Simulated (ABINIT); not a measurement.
# Ti (Im-3m) in ABINIT: settings compared

Aim: see how the results for Ti move with the level of theory and the settings. Levels: LDA, PBEsol, r2SCAN. Tasks: equation of state.

All numbers are computed with ABINIT 10.8.3 (patched build); they aren't measurements. Logs are shortened: lines on timing, memory, paths and dates and some standing lists are left out, and cuts for length are marked. The log counts tension as positive stress, the text compression.

### 1 Starting point

The structure is cubic, space group Im-3m (No. 229). Conventional cell: a = 3.282 Å, b = 3.282 Å, c = 3.282 Å, α = 90.00°, β = 90.00°, γ = 90.00°. Ti (site symmetry m-3m) has 8 Ti at 2.84 Å as nearest neighbours.

This isn't the form of Ti at room conditions, which is hcp.

### 2 Equation of state, LDA

Contents of run.abi:

```
# Datasets: one volume each
ndtset 7
getwfk -1
scalecart1 3*0.9795861087
scalecart2 3*0.9864848297
scalecart3 3*0.9932883884
scalecart4 3*1.0000000000
scalecart5 3*1.0066227096
scalecart6 3*1.0131594038
scalecart7 3*1.0196128224

# Pseudopotentials
pp_dirpath "./"
pseudos "Ti.LDA_PW-JTH.xml"

# Structure
acell 5.3711598245 5.3711598245 5.3711598245
rprim
    -0.5773502692     0.5773502692     0.5773502692
     0.5773502692    -0.5773502692     0.5773502692
     0.5773502692     0.5773502692    -0.5773502692
ntypat 1
znucl 22
natom 1
typat 1
xred
     0.0000000000     0.0000000000     0.0000000000

# Plane-wave basis
ecut 15.0
pawecutdg 30.0

# k points
kptopt 1
ngkpt 11 11 11
nshiftk 1
shiftk 0.0 0.0 0.0

# Exchange and correlation
ixc 7

# Bands and occupations
nband 10
occopt 3
tsmear 0.00183747

# SCF cycle
nstep 100
tolvrs 1.0e-9

# Output
iomode 3
prtwf 1
prtden 0
prteig 0
prtebands 0
enunit 2
```

Potentials or basis: JTH PAW LDA v2.0.

Started as:

```console
$ abinit run.abi > log 2>&1
```

run.abo:

```text
.Version 10.8.3 of ABINIT
 DATASET    1 : space group Im -3 m (#229); Bravais cI (body-center cubic)
================================================================================
 Values of the parameters that define the memory need for DATASET  1.
     intxc =       0    ionmov =       0      iscf =      17    lmnmax =      18
     lnmax =       6     mgfft =      20  mpssoang =       3    mqgrid =    3001
     natom =       1  nloc_mem =       2    nspden =       1   nspinor =       1
    nsppol =       1      nsym =      48    n1xccc =       1    ntypat =       1
    occopt =       3   xclevel =       1
       mpw =         323          nfft =        8000          nkpt =          56
 PAW method is used; the additional fine FFT grid is defined by:
   mgfftf=        27    nfftf =     19683
================================================================================
================================================================================
[... 71 lines left out ...]
 DATASET    7 : space group Im -3 m (#229); Bravais cI (body-center cubic)
================================================================================
 Values of the parameters that define the memory need for DATASET  7.
     intxc =       0    ionmov =       0      iscf =      17    lmnmax =      18
     lnmax =       6     mgfft =      20  mpssoang =       3    mqgrid =    3001
     natom =       1  nloc_mem =       2    nspden =       1   nspinor =       1
    nsppol =       1      nsym =      48    n1xccc =       1    ntypat =       1
    occopt =       3   xclevel =       1
       mpw =         370          nfft =        8000          nkpt =          56
 PAW method is used; the additional fine FFT grid is defined by:
   mgfftf=        30    nfftf =     27000
================================================================================
================================================================================

--------------------------------------------------------------------------------
------------- Echo of variables that govern the present computation ------------
--------------------------------------------------------------------------------
 -outvars: echo values of preprocessed input variables --------
            acell      5.3711598245E+00  5.3711598245E+00  5.3711598245E+00 Bohr
              amu      4.78800000E+01
             ecut      1.50000000E+01 Hartree
           enunit           2
           getwfk          -1
                       outvar_i_n : Printing only first  50 k-points.
              ixc           7
           jdtset        1    2    3    4    5    6    7
                       outvar_i_n : Printing only first  50 k-points.
         kptrlatt       11    0    0      0   11    0      0    0   11
          kptrlen1     5.78766491E+01
          kptrlen2     5.82842445E+01
          kptrlen3     5.86862175E+01
          kptrlen4     5.90827581E+01
          kptrlen5     5.94740460E+01
          kptrlen6     5.98602519E+01
[... 44 lines left out ...]
           tolvrs      1.00000000E-09
           tsmear      1.83747000E-03 Hartree
            typat      1
           useylm           1
                       outvars : Printing only first  50 k-points.
            znucl       22.00000

================================================================================

 chkinp: Checking input parameters for consistency, jdtset=   1.

 chkinp: Checking input parameters for consistency, jdtset=   2.
[... 40 lines left out ...]
 getcut: wavevector=  0.0000  0.0000  0.0000  ngfft=  27  27  27
         ecut(hartree)=     30.000   => boxcut(ratio)=   2.00714

--- Pseudopotential description ------------------------------------------------
- pspini: atom type   1  psp file is ./Ti.LDA_PW-JTH.xml
 Pseudopotential format is: paw10
 basis_size (lnmax)=  6 (lmn_size= 18), orbitals=   0   0   1   1   2   2
 Spheres core radius: rc_sph= 2.30802695
 Shapefunction is BESSEL type: shapef(r,l)=aa(1,l)*jl(q(1,l)*r)+aa(2,l)*jl(q(2,l)*r)
 Radius for shape functions =  2.01037111
 Compensation charge density is not taken into account in XC energy/potential

   2.98460174E+02                                ecore*ucvol(ha*bohr**3)
--------------------------------------------------------------------------------

================================================================================

--- !BeginCycle
iteration_state: {dtset: 1, }
solver: {iscf: 17, nstep: 100, nline: 4, wfoptalg: 10, }
tolerances: {tolvrs: 1.00E-09, }
...
[... 1261 lines left out ...]
-Cartesian components of stress tensor (GPa)         [Pressure= -1.4902E+01 GPa]
- sigma(1 1)=  1.49019895E+01  sigma(3 2)=  0.00000000E+00
- sigma(2 2)=  1.49019895E+01  sigma(3 1)=  0.00000000E+00
- sigma(3 3)=  1.49019895E+01  sigma(2 1)=  0.00000000E+00

== END DATASET(S) ==============================================================
================================================================================

 -outvars: echo values of variables after computation  --------
            acell      5.3711598245E+00  5.3711598245E+00  5.3711598245E+00 Bohr
           etotal1    -5.8723961853E+01
           etotal2    -5.8723470512E+01
           etotal3    -5.8722818332E+01
           etotal4    -5.8722020553E+01
           etotal5    -5.8721089933E+01
           etotal6    -5.8720040587E+01
           etotal7    -5.8718883582E+01
            fcart1    -0.0000000000E+00 -0.0000000000E+00 -0.0000000000E+00
            fcart2    -0.0000000000E+00 -0.0000000000E+00 -0.0000000000E+00
            fcart3    -0.0000000000E+00 -0.0000000000E+00 -0.0000000000E+00
            fcart4    -0.0000000000E+00 -0.0000000000E+00 -0.0000000000E+00
            fcart5    -0.0000000000E+00 -0.0000000000E+00 -0.0000000000E+00
            fcart6    -0.0000000000E+00 -0.0000000000E+00 -0.0000000000E+00
            fcart7    -0.0000000000E+00 -0.0000000000E+00 -0.0000000000E+00
            rprim1    -5.6556430356E-01  5.6556430356E-01  5.6556430356E-01
                       5.6556430356E-01 -5.6556430356E-01  5.6556430356E-01
                       5.6556430356E-01  5.6556430356E-01 -5.6556430356E-01
[... 17 lines left out ...]
                       5.8867373749E-01  5.8867373749E-01 -5.8867373749E-01
           strten1     1.6998129789E-04  1.6998129789E-04  1.6998129789E-04
                       0.0000000000E+00  0.0000000000E+00  0.0000000000E+00
           strten2     2.4102144496E-04  2.4102144496E-04  2.4102144496E-04
                       0.0000000000E+00  0.0000000000E+00  0.0000000000E+00
           strten3     3.0546320315E-04  3.0546320315E-04  3.0546320315E-04
                       0.0000000000E+00  0.0000000000E+00  0.0000000000E+00
           strten4     3.6366449256E-04  3.6366449256E-04  3.6366449256E-04
                       0.0000000000E+00  0.0000000000E+00  0.0000000000E+00
           strten5     4.1627215015E-04  4.1627215015E-04  4.1627215015E-04
                       0.0000000000E+00  0.0000000000E+00  0.0000000000E+00
           strten6     4.6368788816E-04  4.6368788816E-04  4.6368788816E-04
                       0.0000000000E+00  0.0000000000E+00  0.0000000000E+00
           strten7     5.0650832891E-04  5.0650832891E-04  5.0650832891E-04
                       0.0000000000E+00  0.0000000000E+00  0.0000000000E+00
 Calculation completed.
```

It took 23 s on 1 thread of Arm Neoverse V2, shared host; peak memory 0.1 GiB.

Results:

```
Equilibrium volume : 15.89 Å³/atom (rough: see the caveat)
Bulk modulus       : 121 GPa (rough)
```

Energy against volume, from the lowest point:
| volume (Å³/atom) | energy (meV/atom) |
| --- | --- |
| 16.616 | 0.00 |
| 16.969 | 13.37 |
| 17.323 | 31.12 |
| 17.676 | 52.83 |
| 18.030 | 78.15 |
| 18.383 | 106.70 |
| 18.737 | 138.19 |

Caveat: pressures at fixed basis lie under the slope of the energies; the minimum lies outside the volumes run.

### 3 Equation of state, PBEsol

Edit run.abi of step 2 so:

```diff
@@ -13,3 +13,3 @@
 pp_dirpath "./"
-pseudos "Ti.LDA_PW-JTH.xml"
+pseudos "Ti.GGA_PBE-JTH.xml"
 
@@ -31,2 +31,3 @@
 pawecutdg 30.0
+pawxcdev 0
 
@@ -39,3 +40,3 @@
 # Exchange and correlation
-ixc 7
+ixc -116133
```

Potentials or basis: JTH PAW PBE v2.0.

Started as:

```console
$ abinit run.abi > log 2>&1
```

It took 37 s on 1 thread of Arm Neoverse V2, shared host; peak memory 0.12 GiB.

The run converged. Its results:

- Equilibrium volume: 16.56 Å³/atom (rough: see the caveat)
- Bulk modulus: 112 GPa (rough)

Energy against volume, from the lowest point:
```
volume (Å³/atom)  energy (meV/atom)
          16.616               0.00
          16.969               3.38
          17.323              11.50
          17.676              23.90
          18.030              40.25
          18.383              60.17
          18.737              83.34
```

Caveat: pressures at fixed basis lie under the slope of the energies; the minimum lies outside the volumes run; the PAW data sets were made with another functional, which shifts forces and pressure a little.

### 4 Equation of state, r2SCAN

Edit run.abi of step 3 so:

```diff
@@ -29,5 +29,4 @@
 # Plane-wave basis
-ecut 15.0
-pawecutdg 30.0
-pawxcdev 0
+ecut 18.0
+pawecutdg 36.0
 
@@ -40,3 +39,5 @@
 # Exchange and correlation
-ixc -116133
+ixc -497498
+usekden 1
+pawxcdev 0
 
@@ -49,3 +50,3 @@
 nstep 100
-tolvrs 1.0e-9
+tolvrs 1.0e-7
```

Started as:

```console
$ abinit run.abi > log 2>&1
```

Wall time 2.2 min (1 thread of Arm Neoverse V2, shared host); peak memory 0.13 GiB.

Results (log left out):

| Item | Value |
| --- | --- |
| Equilibrium volume | 17.31 Å³/atom (rough: see the caveat) |
| Bulk modulus | 134 GPa (rough) |

Energy against volume, from the lowest point:
```csv
volume (Å³/atom),energy (meV/atom)
16.616,13.10
16.969,3.28
17.323,0.00
17.676,2.11
18.030,11.16
18.383,23.02
18.737,37.72
```

Caveat: pressures at fixed basis lie under the slope of the energies; the fit is doubtful: noisy points or a state that changes with volume; the PAW data sets were made with another functional, which shifts forces and pressure a little.
